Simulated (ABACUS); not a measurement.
**Li under changes of volume**

One of the cells (21.065 Å³/atom); the others are scaled copies at fixed shape and fractional positions:

```
CELL_PARAMETERS angstrom
1.55050 0.89518 7.58830
-1.55050 0.89518 7.58830
0.00000 -1.79036 7.58830
ATOMIC_POSITIONS crystal
Li 0.77800 0.77800 0.77800
Li 0.22200 0.22200 0.22200
Li 0.00000 0.00000 0.00000
```

This isn't the form of Li at room conditions, which is bcc.

```yaml
Program: ABACUS 3.10.1
Functional: PBE
Potentials_or_basis: PseudoDojo NC SR 0.4.1 PBE standard
Cutoff: 1007 eV
Density_cutoff: 4027 eV
Basis: plane waves
k_mesh: 10 × 10 × 10
Occupations: fermi-dirac, width 0.05 eV
Spin: no spin polarisation
```

| volume (Å³/atom) | energy over the lowest point (meV/atom) | pressure (GPa) | largest force (eV/Å) |
| --- | --- | --- | --- |
| 19.801 | 0.45 | 0.3 | 0.008 |
| 20.222 | 0.00 | 0.0 | 0.007 |
| 20.644 | 0.31 | -0.3 | 0.007 |
| 21.065 | 1.31 | -0.5 | 0.007 |
| 21.486 | ? | ? | ? |
| 21.907 | 5.18 | -1.0 | 0.006 |
| 22.329 | 7.93 | -1.2 | 0.006 |

**Question.** What does the run at 21.486 Å³/atom give?

**Answer.** Energy over the lowest point 2.95 meV/atom; pressure -0.8 GPa; largest force 0.006 eV/Å.

Worked out: A Birch-Murnaghan fit of order 3 (a polynomial in V^(-2/3)) to the other rows has its minimum at 20.26 Å³/atom with B0 = V·E''(V) = 13.8 GPa and B' = 3.4 at fixed shape and positions, which overstates the stiffness. It gives 2.96 meV/atom at 21.486 Å³/atom, against the run's 2.95, and -dE/dV = -0.7 GPa, against -0.8.

Energies are extrapolated to zero smearing.
